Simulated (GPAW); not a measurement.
Runs of GPAW 26.7.0 on KF (Carobbiite). It takes space group Fm-3m (No. 225, cubic). The conventional cell has a = 5.344 Å, b = 5.344 Å, c = 5.344 Å, α = 90.00°, β = 90.00°, γ = 90.00°. K (site symmetry m-3m) has 6 F at 2.67 Å as nearest neighbours. Around F (site symmetry m-3m) lie 6 K at 2.67 Å. 

| task | level | potentials or basis | cell | smearing | band path | band points | gap on the mesh (eV) | pressure (GPa) |
| --- | --- | --- | --- | --- | --- | --- | --- | --- |
| band structure | PBEsol | PAW data sets generated in the run's folder for this functional, pw | as given | fermi-dirac 0.05 eV | GXWKGLUWLK,UX | 80 | 6.04 | -1.5 |
| single point | LDA | the program's PAW data sets (release 1.2.1) made for this functional, pw | the cell as VASP's run set it | gaussian 0.1 eV | - | - | 5.80 | -4.3 |
| single point | LDA | the program's PAW data sets (release 1.2.1) made for this functional, pw | as given | gaussian 0.1 eV | - | - | 5.80 | -4.3 |
| single point | LDA | the program's PAW data sets (release 1.2.1) made for this functional, pw | as given | gaussian 0.05 eV | - | - | 5.80 | -4.3 |
| single point | RPBE | the program's PAW data sets (release 1.2.1) made for this functional, pw | as given | gaussian 0.02 eV | - | - | 6.51 | (a) |
| single point | LDA | the program's PAW data sets (release 1.2.1) made for this functional, pw | the cell as VASP's run set it | gaussian 0.05 eV | - | - | 5.80 | -4.3 |

Alike in all rows: no spin polarisation; k mesh 9 × 9 × 9; cutoff (eV) 800.

Q: Fill in the values left out.

A: (a) 3.3.

Caveats: an odd mesh through Γ misses points on the zone boundary, where band edges often lie (some runs).
